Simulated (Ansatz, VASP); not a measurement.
BN in VASP and in Ansatz

The input INCAR:

```
SYSTEM = BN
PREC = Accurate
ENCUT = 520
EDIFF = 1E-7
ISMEAR = 0
SIGMA = 0.05
LREAL = .FALSE.
LASPH = .TRUE.
NELM = 80
ALGO = Normal
ISIF = 2
LWAVE = .FALSE.
LCHARG = .FALSE.
GGA = PS
NBANDS = 11
```

The input KPOINTS:

```
Automatic mesh
0
G
  12 12 12
  0 0 0
```

The input POSCAR:

```
BN
1.0
    0.0000000000      1.8130010000      1.8130010000
    1.8130010000      0.0000000000      1.8130010000
    1.8130010000      1.8130010000      0.0000000000
B N
1 1
Direct
    0.0000000000      0.0000000000      0.0000000000
    0.7380581229      0.7539806257      0.7539806257
```

Input for Ansatz:

```yaml
crystal:
  lattice:
    - [0.0, 1.813001, 1.813001]
    - [1.813001, 0.0, 1.813001]
    - [1.813001, 1.813001, 0.0]
  atoms:
    - { symbol: B, position: [0.0, 0.0, 0.0] }
    - { symbol: "N", position: [0.7380581229, 0.7539806257, 0.7539806257] }
basis:
  ecutwfc: 420
kpoints:
  mp_grid: { grid: [12, 12, 12] }
hamiltonian:
  xc: pbesol
scf:
  occupations: { method: gaussian, width: 0.05 }
output:
  forces: true
  stress: true
  eigenvalues: true
```

Change from the starting cell: all N atoms moved +0.025 Å, as atom 2 towards its neighbour atom 1 (B) at 1.570 Å.

Alike in both runs: task single point; functional PBEsol; k mesh 12 × 12 × 12; occupations gaussian, width 0.05 eV; no spin polarisation.

|  | VASP | Ansatz |
| --- | --- | --- |
| version | VASP 6.6.1 | Ansatz 0.2.0 |
| potentials or method | VASP PAW PBE potentials, release 64 (B, N) | scalar-relativistic, plane waves, PAW |
| plane-wave cutoff (eV) | 520 | 420 |
| valence electrons in the cell | 8 | 8 |

Ansatz gave:

```
gap on the k mesh at the Fermi level (eV)       : 4.15
least direct gap on the mesh (eV)               : 8.49
pressure (GPa)                                  : -6.1
largest component of the traceless stress (GPa) : 0.44
rms of the force components (eV/Å)              : 0.360
```

Q: Estimate VASP's values.

A: gap on the k mesh at the Fermi level (eV): 4.13; least direct gap on the mesh (eV): 8.49; pressure (GPa): -5.6; largest component of the traceless stress (GPa): 0.48; rms of the force components (eV/Å): 0.362.

Atom by atom the forces differ by 0.002 eV/Å (rms over components).

Caveats: the PAW data sets were made with another functional, which shifts forces and pressure a little (VASP). A k mesh can miss the band edges.
